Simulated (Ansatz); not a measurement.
This trial cell of Sc7As was written down by chemical analogy (P-6m2, No. 187). Its size is a guess.

```cif
data_structure
_symmetry_space_group_name_H-M 'P-6m2'
_symmetry_Int_Tables_number 187
_cell_length_a 3.3000
_cell_length_b 3.3000
_cell_length_c 19.0000
_cell_angle_alpha 90.000
_cell_angle_beta 90.000
_cell_angle_gamma 120.000
_cell_volume 179.19
loop_
_atom_site_label
_atom_site_type_symbol
_atom_site_symmetry_multiplicity
_atom_site_Wyckoff_symbol
_atom_site_fract_x
_atom_site_fract_y
_atom_site_fract_z
_atom_site_occupancy
Sc1 Sc 2 i 0.66667 0.33333 0.36300 1
Sc2 Sc 1 d 0.33333 0.66667 0.50000 1
Sc3 Sc 2 h 0.33333 0.66667 0.77400 1
Sc4 Sc 2 i 0.66667 0.33333 0.91100 1
As1 As 1 a 0.00000 0.00000 0.00000 1
```

These are results of DFT PBE, scalar-relativistic, plane waves, PAW (Ansatz), not measurements. Cutoff 420 eV, Gaussian smearing, Γ-centred meshes. Cell and atoms relax first on a coarse mesh, the cell is then made exact in the group found at 0.06 to 0.08 Å, and last on a converged mesh; the steps can't lower the symmetry of their start. No spin polarisation.

A guess keeps its type if space group and coordination stay and the shape of the cell changes little (axis ratios within about 15 %, angles within 6°); the volume may change.

Question: Will the relaxed cell still be of the starting type?

Answer: It keeps its type. The symmetry stays P-6m2 (No. 187). The volume per atom grows by 7.6 %, from 22.4 to 24.1 Å³. The shortest distance goes from 2.55 Å (Sc–As) to 2.72 Å (Sc–As). The ratio c/a of the conventional cell changes by a factor of 0.98. Counting neighbours within 15 % of an atom's shortest distance, the start has As 6, Sc 3/12 and the end As 6, Sc 3/12.

The zero of energy is the elements' standard structures at the same level; no fitted shifts are applied.

Question: At what energy does it end?

Answer: −0.19 eV/atom.

The last run used a 12×12×2 mesh (in the run's order of axes) for its 8-atom cell and Gaussian smearing of 0.10 eV. The cell is a metal run without spin; a magnetic state may lie lower. The reference form of As is held partly by dispersion forces, which this level lacks. A later test with randomly moved atoms came back to the same energy, though modes that don't fit the test's cell weren't probed. Another cell of the same search, in Cm, lies 31 meV/atom lower, so this cell isn't the stable form at this level.

In counts of neighbours, a slash parts the counts of unlike sites.
